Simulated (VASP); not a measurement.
# TePt: atomic charges with PBEsol

TePt:

```xyz
2
Lattice="3.9549 0.0000 0.0000 -1.9774 3.4250 0.0000 0.0000 0.0000 3.8598" Properties=species:S:1:pos:R:3 pbc="T T T"
Pt    0.0000    0.0000    0.0000
Te    1.9774    1.1417    1.9299
```

Measurements of this composition are mostly on another form, of space group No. 166.

* Program: VASP 6.6.1
* Task: atomic charges
* Functional: PBEsol
* Potentials or basis: VASP PAW PBE potentials, release 64 (Pt, Te)
* Cutoff: 520 eV
* k mesh: 8 × 8 × 7
* Occupations: gaussian, width 0.02 eV
* Spin: no spin polarisation
* Further INCAR settings: ALGO = Normal; EDIFF = 1e-07

```json
{"Pressure": "-15.7 GPa", "Band gap on the k mesh": "none (metal or under the smearing width)", "Valence electrons inside the program's atomic spheres": "Pt 8.93; Te 3.16"}
```

Stress tensor (GPa, compression positive):
```
-13.73   0.00   0.00
  0.00 -13.73   0.00
  0.00   0.00 -19.52
```

Levels at points of the mesh, in eV from the Fermi level:
| k point | band 4 | band 5 | band 6 | band 7 | band 8 | band 9 | band 10 | band 11 | band 12 |
| --- | --- | --- | --- | --- | --- | --- | --- | --- | --- |
| (0.00, 0.00, 0.00) | -3.07 | -2.09 | -2.09 | -1.48 | 0.36 | 0.91 | 0.91 | 6.06 | 6.46 |
| (0.50, 0.00, 0.00) | -2.84 | -2.25 | -2.20 | -1.43 | -1.13 | 1.46 | 2.34 | 5.37 | 7.06 |

Run time: 30 s on 1 thread of AMD EPYC 7R43 64-Core Processor (Zen 3) (shared host), peak memory 0.15 GiB.

Caveat: so large a pressure means that the cell lies far from this level's equilibrium, or that cutoff or potentials fall short; the potentials were made for another functional, which shifts forces and pressure. Spin-orbit coupling is left out, which matters for the levels of Pt, Te.
